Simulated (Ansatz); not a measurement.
A run of Ansatz 0.2.0 is set up as follows.

The input input.yaml:

```yaml
crystal:
  lattice:
    - [1.990968, -2.15355, 0.0]
    - [1.990968, 2.15355, 0.0]
    - [0.0, 0.0, 5.155928]
  atoms:
    - { symbol: Cu, position: [0.5, 0.0, 0.0] }
    - { symbol: Cu, position: [0.0, 0.5, 0.5] }
    - { symbol: O, position: [0.5, 0.5, 0.25] }
    - { symbol: O, position: [0.5, 0.5, 0.75] }
hamiltonian:
  xc: pbe
  pseudopotentials: { kind: paw }
  hubbard: { sites: [{ species: Cu, l: d, u_eff: 6.0 }] }
kpoints:
  mp_grid: { grid: [9, 9, 5] }
scf:
  occupations: { method: fermi_dirac, width: 0.05 }
  n_extra_bands: 10
output:
  forces: true
  stress: true
  eigenvalues: true
  dos: { projected: true, de: 0.05, nscf_kmesh: { grid: [14, 14, 8] } }
```

Potentials or basis: Ansatz PAW.

Run with:

```console
$ ansatz run input.yaml --threads 2 --pin off --max-ram 5632MiB --backend cpu --events-out ev --progress --plain --runs-dir out
```

(1) Estimate the pressure.

(2) Predict the density of states at the Fermi level.

## Answers

(1) 4.7 GPa.

(2) 2.01 states/eV per cell.

Caveat: the pressure holds a Pulay correction of +0.7 GPa for the finite cutoff; the run has no spin polarisation, though such a crystal can be magnetic; U without spin polarisation on a metal has little footing.
